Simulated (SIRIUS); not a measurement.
Input of a SIRIUS 7.10.0 run:

File sirius.json:

```json
{
  "control": {
    "processing_unit": "cpu",
    "verbosity": 2,
    "num_bands_to_print": 22,
    "print_forces": true,
    "print_stress": true
  },
  "parameters": {
    "electronic_structure_method": "pseudopotential",
    "xc_functionals": ["XC_GGA_X_PBE", "XC_GGA_C_PBE"],
    "gk_cutoff": 8.9,
    "pw_cutoff": 17.8,
    "ngridk": [9, 9, 6],
    "shiftk": [0, 0, 0],
    "smearing": "fermi_dirac",
    "smearing_width": 0.0018374661,
    "num_bands": 22,
    "num_mag_dims": 0,
    "num_dft_iter": 100,
    "energy_tol": 1e-08,
    "density_tol": 1e-06
  },
  "iterative_solver": {
    "type": "davidson",
    "min_tolerance": 1e-09,
    "tolerance_scale": [0.1, 0.25]
  },
  "mixer": {
    "type": "anderson",
    "beta": 0.7,
    "max_history": 8
  },
  "settings": {
    "tol_ne": 1e-10,
    "pseudo_grid_cutoff": 6.5
  },
  "unit_cell": {
    "lattice_vectors": [
      [0.0, -3.965326693527, -3.965326693527],
      [0.0, 3.965326693527, -3.965326693527],
      [7.930653405952, 0.0, 0.0]
    ],
    "atom_coordinate_units": "lattice",
    "atom_types": ["Ge"],
    "atom_files": {
      "Ge": "Ge.json"
    },
    "atoms": {
      "Ge": [
        [0.539723, 0.492425, 0.549044],
        [0.944953, 0.021936, 0.946268]
      ]
    }
  }
}
```

Potentials or basis: PseudoDojo 0.4.1 PBE standard (scalar relativistic).

Command:

```sh
$ upf_to_json Ge.upf
$ OMP_NUM_THREADS=1 sirius.scf --input=sirius.json --output=out.json --task=0
```

Q: Estimate the band gap on the k mesh.

A: None (metal or under the smearing width).

Q: What does it give for the pressure?

A: 10.7 GPa.

Q: Estimate the largest force.

A: 1.769 eV/Å.

Forces in eV/Å, atoms in the order of the input:
```
Ge  -1.714  0.399  0.181
Ge   1.714 -0.399 -0.181
```
